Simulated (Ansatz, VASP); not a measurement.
**Co in VASP and in Ansatz**

Contents of INCAR:

```
SYSTEM = Co
ALGO = Fast ; EDIFF = 1E-6
ENCUT = 520 ; GGA = PS
ISIF = 2 ; ISMEAR = -1
ISPIN = 2 ; LASPH = .TRUE.
LCHARG = .FALSE. ; LMAXMIX = 4
LORBIT = 11 ; LREAL = .FALSE.
LWAVE = .FALSE. ; MAGMOM = 2 2
NBANDS = 20 ; NELM = 150
PREC = Accurate ; SIGMA = 0.05
```

KPOINTS

```
k-points
0
G
  12 12 7
  0 0 0
```

The input POSCAR:

```
Co
1.0
    2.5045299482      0.0000000000      0.0000000000
   -1.2522649741      2.1689865596      0.0000000000
    0.0000000000      0.0000000000      4.0740599388
Co
2
Direct
    0.6666666667      0.3333333333      0.7500000000
    0.3333333333      0.6666666667      0.2500000000
```

Contents of input.yaml:

```yaml
crystal:
  lattice:
    - [2.5045299482, 0.0, 0.0]
    - [-1.2522649741, 2.1689865596, 0.0]
    - [0.0, 0.0, 4.0740599388]
  atoms:
    - { symbol: Co, position: [0.6666666667, 0.3333333333, 0.75], spin: 2.0 }
    - { symbol: Co, position: [0.3333333333, 0.6666666667, 0.25], spin: 2.0 }
kpoints:
  mp_grid: { grid: [12, 12, 7] }
scf:
  occupations: { method: fermi_dirac, width: 0.05 }
hamiltonian:
  xc: pbesol
  pseudopotentials: { kind: all_electron, lapw: { basis_error: 0.001 } }
magnetization:
  spin_polarized: true
output:
  forces: true
  stress: true
  eigenvalues: true
```

Change from the starting cell: volume scaled by 1.04.

Alike in both runs: task single point; functional PBEsol; k mesh 12 × 12 × 7; occupations fermi-dirac, width 0.05 eV; collinear spin.

|  | VASP | Ansatz |
| --- | --- | --- |
| version | VASP 6.6.1 | Ansatz 0.2.0 |
| potentials or method | VASP PAW PBE potentials, release 64 (Co) | all-electron LAPW, scalar-relativistic |
| plane-wave cutoff (eV) | 520 | see its input |

Ansatz gave:

| Quantity | Value |
| --- | --- |
| gap on the k mesh at the Fermi level (eV) | none |
| pressure (GPa) | -13.3 |
| largest component of the traceless stress (GPa) | 1.69 |
| net moment per atom (μB) | 1.64 |
| size of the moment on the site where the two differ most (μB) | 1.69 |

**Question.** Which values does VASP return?

**Answer.** gap on the k mesh at the Fermi level (eV): none; pressure (GPa): -13.8; largest component of the traceless stress (GPa): 1.73; net moment per atom (μB): 1.63; size of the moment on the site where the two differ most (μB): 1.65.

Site moments also hang on the region over which each program counts them. A gap of «none» marks a metal or a gap that the smearing closes. Ansatz ran all-electron here, so the differences hold the error of VASP's frozen core and of both bases.

Caveats: the PAW data sets were made with another functional, which shifts forces and pressure a little (VASP).
